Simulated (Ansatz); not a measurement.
**ZnO: how the settings move a single-point run**

Aim: see which settings change the result for ZnO, by how much, and at what cost. The cell is built on a prototype (CsCl type) and needn't be the phase found in nature.

Method: reference: DFT, PBE, plane waves, PAW, in Ansatz 0.2.0.

## Step 1: The starting structure

Symmetry: Pm-3m, No. 221, cubic system. Conventional cell: a = 2.646 Å, b = 2.646 Å, c = 2.646 Å, α = 90.00°, β = 90.00°, γ = 90.00°. Around Zn (site symmetry m-3m) lie 8 O at 2.29 Å. Around O (site symmetry m-3m) lie 8 Zn at 2.29 Å.

Structure file:

```
Zn O
1.0
     2.64617    0.00000    0.00000
     0.00000    2.64617    0.00000
     0.00000    0.00000    2.64617
Zn O
1 1
Direct
  0.00000 0.00000 0.00000
  0.50000 0.50000 0.50000
```

## Step 2: Reference

input.yaml

```yaml
crystal:
  lattice:
    - [2.646170959, 0.0, 0.0]
    - [0.0, 2.646170959, 0.0]
    - [0.0, 0.0, 2.646170959]
  atoms:
    - { symbol: Zn, position: [0.0, 0.0, 0.0] }
    - { symbol: O, position: [0.5, 0.5, 0.5] }
kpoints:
  mp_grid: { grid: [6, 6, 6] }
hamiltonian:
  xc: pbe
scf:
  occupations: { method: fermi_dirac, width: 0.02 }
  n_extra_bands: 4
output:
  forces: true
  stress: true
  eigenvalues: true
  write_density: true
  write_potential: true
  elf: true
  volumetric_format: npy
```

Launch:

```bash
$ ansatz run input.yaml --threads 4 --pin off --max-ram 3686MiB --backend cpu --events-out ev --progress --plain --runs-dir out
```

## Step 3: Changed: xc_grid 3

input.yaml: that of step 2 with these lines changed.

```diff
@@ -19,5 +19,3 @@
   eigenvalues: true
-  write_density: true
-  write_potential: true
-  elf: true
-  volumetric_format: npy
+basis:
+  xc_grid: 3
```

## Step 4: Changing settings: pseudopotentials.kind nc

input.yaml: that of step 2 with these lines changed.

```diff
@@ -12,2 +12,3 @@
   xc: pbe
+  pseudopotentials: { kind: nc }
 scf:
@@ -19,5 +20 @@
   eigenvalues: true
-  write_density: true
-  write_potential: true
-  elf: true
-  volumetric_format: npy
```

## Step 5: Changing settings: mp_grid.grid [3, 3, 3]

input.yaml: that of step 2 with these lines changed.

```diff
@@ -9,3 +9,3 @@
 kpoints:
-  mp_grid: { grid: [6, 6, 6] }
+  mp_grid: { grid: [3, 3, 3] }
 hamiltonian:
@@ -19,5 +19 @@
   eigenvalues: true
-  write_density: true
-  write_potential: true
-  elf: true
-  volumetric_format: npy
```

## Step 6: Changed: ecutrho_ratio 8

input.yaml: that of step 2 with these lines changed.

```diff
@@ -15,2 +15,3 @@
   n_extra_bands: 4
+  max_iter: 71
 output:
@@ -19,5 +20,3 @@
   eigenvalues: true
-  write_density: true
-  write_potential: true
-  elf: true
-  volumetric_format: npy
+basis:
+  ecutrho_ratio: 8
```

## Step 7: Changed: mp_grid.grid [8, 8, 1]

input.yaml: that of step 2 with these lines changed.

```diff
@@ -9,3 +9,3 @@
 kpoints:
-  mp_grid: { grid: [6, 6, 6] }
+  mp_grid: { grid: [8, 8, 1] }
 hamiltonian:
@@ -19,5 +19 @@
   eigenvalues: true
-  write_density: true
-  write_potential: true
-  elf: true
-  volumetric_format: npy
```

## Step 8: Changed: ecutwfc 500

input.yaml: that of step 2 with these lines changed.

```diff
@@ -19,5 +19,3 @@
   eigenvalues: true
-  write_density: true
-  write_potential: true
-  elf: true
-  volumetric_format: npy
+basis:
+  ecutwfc: 500
```

What does the calculation give? Wanted: for each run, ending; energy change; pressure; gap; force.

As calculated:

```csv
run,ending,energy change,pressure (GPa),gap (eV),force (eV/Å),cycles,time
reference,converged,0,8.5,0.00,0.00,6,0.48 s
1: xc_grid 3,converged,0.0 meV/atom,8.5,0.00,0.00,6,0.43 s
2: pseudopotentials.kind nc,converged,not comparable,8.3,0.00,0.00,7,0.83 s
"3: mp_grid.grid [3, 3, 3]",converged,+80.9 meV/atom,11.5,0.00,0.00,6,0.33 s
4: ecutrho_ratio 8,converged,0.0 meV/atom,8.5,0.00,0.00,6,0.46 s
"5: mp_grid.grid [8, 8, 1]",converged,+351.2 meV/atom,15.0,0.00,0.00,7,0.42 s
6: ecutwfc 500,converged,-4.2 meV/atom,8.5,0.00,0.00,6,0.44 s
```

Times don't compare one to one where runs were asked for different outputs or read a saved state (see the inputs); cycles may leave out searches for a lower state.

Residual by cycle in the longest SCF loop of each run; runs are numbered as in the table. The quantity is the density residual dr2, in eV.

```csv
cycle,reference,run 1,run 2,run 3,run 4,run 5,run 6
1,0.00134,0.00134,2.12,0.00174,0.00134,0.358,0.00147
2,8.2e-5,8.2e-5,0.513,2.1e-4,8.1e-5,0.068,1.1e-4
3,4.6e-6,4.7e-6,0.0234,9.4e-6,4.7e-6,0.00293,9.6e-6
4,2.4e-7,2.4e-7,0.00312,6.2e-7,2.4e-7,1.1e-4,6.0e-7
5,1.4e-8,1.4e-8,2.0e-5,1.2e-7,1.5e-8,3.5e-6,1.7e-8
6,2.8e-10,2.9e-10,3.9e-6,4.7e-9,2.9e-10,7.8e-8,1.3e-10
7,-,-,5.5e-8,-,-,8.0e-10,-
```

**Reading.** Of the converged runs whose energies compare with the reference's, «mp_grid.grid [8, 8, 1]» moves the energy most (+351.2 meV/atom). Semilocal functionals close small gaps, so the missing gap need not be the real solid's.
